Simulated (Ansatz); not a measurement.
# Density of states of Pb

```
Pb
1.0
     0.00000    2.46980    2.46980
     2.46980    0.00000    2.46980
     2.46980    2.46980    0.00000
Pb
1
Direct
  0.00000 0.00000 0.00000
```

The structure is an experimental refinement, used without relaxation. It is an old determination, and later ones may differ.

Spin–orbit coupling is left out, though it moves levels of the heavy atoms by tenths of an eV or more.

Level of theory: DFT, PBE, all-electron LAPW, scalar-relativistic in Ansatz 0.2.0.

The runs use a Γ-centred 13×13×13 k mesh, Fermi–Dirac smearing of 0.08 eV, basis error target 0.25 meV/atom, no spin polarisation.

States per eV and cell, averaged over 0.4 eV, from -9.8 to 4.8 eV, with energies (bin centres) from the Fermi level; empty bins are left out. 

```
E (eV)  total
  -9.7   0.30
  -9.3   0.35
  -8.9   0.41
  -8.5   0.51
  -8.1   0.68
  -7.7   0.64
  -7.3   0.63
  -6.9   0.62
  -4.1   0.07
  -3.7   0.20
  -3.3   0.30
  -2.9   0.52
  -2.5   0.86
  -2.1   0.85
  -1.7   0.41
  -1.3   0.38
  -0.9   0.52
  -0.5   0.51
  -0.1   0.52
   0.3   0.51
   0.7   0.56
   1.1   0.59
   1.5   0.68
   1.9   0.77
   2.3   0.79
   2.7   0.75
   3.1   0.71
   3.5   0.66
   3.9   0.65
   4.3   0.61
   4.7   0.59
```
